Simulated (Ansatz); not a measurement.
CdSe (Cadmoselite): single point with PBE

**Experimental background.**

From a printed reference work, data compilation, for a bulk crystal of CdSe at 2 K: band gap 1.841 eV.

The system is CdSe (Cadmoselite).

```xyz
4
Lattice="4.3000 0.0000 0.0000 -2.1500 3.7239 0.0000 0.0000 0.0000 7.0200" Properties=species:S:1:pos:R:3 pbc="T T T"
Cd    2.1500    1.2413    3.5100
Cd    0.0000    2.4826    0.0000
Se    2.1500    1.2413    6.2127
Se    0.0000    2.4826    2.7027
```

| Property | Result |
| --- | --- |
| Program | Ansatz 0.2.0 |
| Task | single point |
| Functional | PBE |
| Potentials or basis | Ansatz PAW |
| Cutoff | 420 eV (not typed: the program's choice for these potentials) |
| k mesh | 7 × 7 × 4 |
| Occupations | gaussian, width 0.017 eV |
| Spin | no spin polarisation |

* Pressure: 3.0 GPa
* Largest force: 0.282 eV/Å
* Band gap on the k mesh: 0.70 eV, direct

Forces in eV/Å, atoms in the order of the input:
```
Cd   0.000  0.000  0.282
Cd   0.000  0.000  0.282
Se   0.000  0.000 -0.282
Se   0.000  0.000 -0.282
```

Stress tensor (GPa, compression positive):
```
3.69 0.00 0.00
0.00 3.69 0.00
0.00 0.00 1.66
```

Levels at points of the mesh, in eV from the valence-band top:
| k point | band 32 | band 33 | band 34 | band 35 | band 36 | band 37 | band 38 | band 39 | band 40 | band 41 |
| --- | --- | --- | --- | --- | --- | --- | --- | --- | --- | --- |
| (0.00, 0.00, 0.00) | -0.72 | -0.72 | -0.01 | 0.00 | 0.00 | 0.70 | 2.12 | 5.89 | 5.89 | 6.14 |
| (0.00, 0.00, -0.50) | -2.56 | -0.37 | -0.37 | -0.37 | -0.37 | 2.34 | 2.34 | 5.82 | 5.82 | 6.26 |

It took 8.7 s on 2 threads of Intel(R) Xeon(R) Processor @ 2.50GHz (Skylake/Cascade Lake), on a shared host, peak memory 0.42 GiB.

Against the measured gap of CdSe, 1.841 eV (2 K; a printed reference work, data compilation), the calculated 0.70 eV is off by -1.14 eV. So large a miss can be the level of theory's own, or it may mean another phase, state or a wrong row. Spin-orbit coupling on Cd, Se is left out. The value is that of PBE, without temperature or zero-point motion. Semilocal functionals fall short of measured gaps as a rule.

Caveat: odd divisions of the mesh miss points on the zone boundary, where band edges often lie, so the gap on the mesh can be too wide.
